**Question.** I want the rest volume and the stiffness of tungsten from these eight cells of the same bcc crystal. A parabola through the formation energies puts the minimum at 16.28 Å³ per atom and gives a bulk modulus of about 580 GPa, nearly twice the rough 300 GPa that I remember for this metal. The smallest cell looks suspicious, but all the runs finished properly. Has the functional failed, or have I misused the numbers?

Calculated values. Single points on unrelaxed bcc W with Ansatz 0.2.0: scalar-relativistic PBE without spin polarization, plane waves to 420 eV, generated PAW datasets; pressure is positive in compression. Cells 2, 4 and 6 hold two atoms, the others one. Smearing is Fermi-Dirac (0.037 eV in cell 3, 0.052 eV in 6, otherwise 0.1 eV), except in cells 1 (Gaussian, 0.025 eV) and 4 (cold, 0.078 eV).

```csv
cell,volume (Å³/atom),shortest distance at W (Å),pressure (GPa),k-mesh,formation energy (eV/atom)
1,15.91,2.745,4.5,11x11x11,0.027
2,16.04,2.752,1.7,11x11x11,0.004
3,16.21,2.762,-1.4,15x15x15,0.003
4,16.35,2.769,-3.4,7x14x14,0.011
5,16.40,2.772,-4.7,15x15x15,0.008
6,16.46,2.775,-5.4,14x7x14,0.014
7,16.49,2.778,-6.3,15x15x15,0.011
8,16.67,2.787,-9.2,15x15x15,0.020
```

**Answer.** The parabola fails because it treats energies from different k-meshes and smearings as points on one curve. The table lets you catch this, since it holds a second witness to the same compression: the pressure. Squeezing a crystal costs work, and that work must equal the rise in its energy. Where the two disagree, something other than compression has changed the energy.

Take the step from cell 2 to cell 1. The volume shrinks by 0.13 Å³ per atom under a mean pressure of $(1.7+4.5)/2=3.1$ GPa. Since 1 eV/Å³ is about 160 GPa, the work is $3.1\times0.13/160\approx0.0025$ eV, or 2.5 meV per atom. The formation energy rises by 23 meV instead, which would take a mean pressure of about 28 GPa.

The pressures also expose the false minimum. Cell 3, at 16.21 Å³, already has a negative pressure: it is stretched and would contract if released. The rest volume must therefore be smaller than that, whereas your parabola puts it at a larger one.

The error does so much harm because the true signal is tiny. Near rest, pressure grows in proportion to the volume change, but strain energy grows only with its square. Even in a metal as stiff as tungsten, the compression of cell 1 should cost only about 3 meV per atom. An energy error of 20 meV buries that, although it would hardly matter for a reaction energy of an electronvolt.

The likely source of the error is the way a metal's energy is summed. Bands cross the Fermi level, so some states are filled and others empty, with a sharp boundary between them in k-space: the Fermi surface. A mesh replaces this boundary by a limited number of points, and the energy depends on which side of it they fall. A different mesh places its points differently and makes a different error. A wide-gap insulator such as magnesium oxide has no such boundary, and its energy settles on much coarser meshes.

Why, then, is the pressure of cell 1 still sensible? When the cell is scaled uniformly, the mesh scales with it, and the Fermi surface nearly keeps its shape relative to the mesh. Nearly the same states stay filled, so the error shifts the energy by almost the same amount at each volume. Pressure is minus the slope of energy against volume, and a nearly constant shift has little slope.

To test this picture, I fitted the pressures of the four cells on the 15×15×15 mesh (3, 5, 7 and 8) with

$$P=\frac{B}{4}\left[\left(\frac{V_0}{V}\right)^4-1\right].$$

Here $P$ is the pressure, $V$ the volume per atom, $V_0$ the rest volume and $B$ the bulk modulus at rest. The 4 is a rough, recalled value for how fast a metal stiffens under pressure. The fit gives $V_0=16.13$ Å³ and $B\approx300$ GPa. Cell 1 was not part of it, yet its pressure is reproduced to within 0.2 GPa.

Integrating this curve gives the strain energy, and one constant from the same four cells sets its zero. Those four energies then follow the curve to about 1 meV per atom, while cell 1 stands 20 meV above it. Cells 4 and 6 stand 4 to 5 meV too high. They are doubled cells whose meshes both amount to 14×14×14 on the one-atom cell, and they carry nearly the same offset at two volumes, as a mesh error should. Their pressures are off by up to 0.5 GPa, more than that of cell 1 with its far larger energy error. The error in the pressure is small, then, but not zero, and it does not follow the size of the error in the energy.

Do not judge the meshes by their labels alone. Cells 1 and 2 both carry 11×11×11, but cell 2 is a cube with two atoms, and a larger cell has a smaller zone to sample. Its mesh is twice as dense per atom. Cell 1 has the coarsest sampling of all and also the narrowest smearing, the artificial softening of the boundary between filled and empty states. How much each contributes is untested. Cell 3 does not settle it: its width looks similar, but its smearing is of the Fermi-Dirac kind and that of cell 1 is Gaussian, and at equal nominal width the former softens the boundary more than twice as much.

For this series, take the rest volume and stiffness from the pressures. Keeping only the energies on the common mesh removes the jump but does not rescue the stiffness: their slopes give about 220 GPa, and 1 meV in cell 3 alone changes that by about 50 GPa. Cell 3, the one of the four with a narrower smearing, does lie about 1 meV below the curve. An energy curve needs the same cell, mesh and smearing throughout, a wider range of volumes and finer digits. The functional is not to blame for the mismatch: its error would enter energies and pressures alike and leave them consistent with each other, and the pressures from this same functional give a sensible stiffness.

Numerical output:

```
fit of P on 4 rows (same): constant -75.17 +/- 0.49, coefficient of comp 77.74 +/- 0.55; rms 0.0281, worst 5 -0.0456, leave-one-out rms 0.0482
  rows outside the fit (model, value, miss): 1 4.34, 4.5, -0.16; 2 1.793, 1.7, 0.0933; 4 -3.88, -3.4, -0.48; 6 -5.767, -5.4, -0.367
bulk modulus from pressures on the common mesh (GPa): 300.7
rest volume from pressures on the common mesh (A^3 per atom): 16.13
energies in meV per atom:
  row  formation energy  strain energy from pressure  excess over strain  k-points times atoms  smearing width (eV)
    1                27                        3.009               20.28                  1331                0.025
    2                 4                        0.528             -0.2367                  2662                  0.1
    3                 3                       0.3262              -1.035                  3375                0.037
    4                11                        2.634               4.657                  2744                0.078
    5                 8                        3.981              0.3106                  3375                  0.1
    6                14                         5.95               4.342                  2744                0.052
    7                11                        7.077              0.2145                  3375                  0.1
    8                20                        15.78              0.5099                  3375                  0.1
fit of Em on 8 rows: constant 6.053 +/- 2.9, coefficient of dv 4.816 +/- 8.9, coefficient of dv2 111.5 +/- 37; rms 4.53, worst 2 8.34, leave-one-out rms 12.1
bulk modulus from a parabola through all energies (GPa): 581.7
rest volume from a parabola through all energies (A^3 per atom): 16.28
energy of cell 1 less cell 2 (meV per atom): 23
work of the mean pressure from cell 2 to cell 1 (meV per atom): 2.515
mean pressure that this energy step would need (GPa): 28.35
energy of cell 5 less cell 4 (meV per atom): -3
formation energy of cell 5 less cell 3 (meV per atom): 5
free energy of cell 5 less cell 3 (meV per atom): -2.1
bulk modulus from energy slopes on the common mesh (GPa): 222.6
change of that value for 1 meV in cell 3 (GPa): 49.48
```
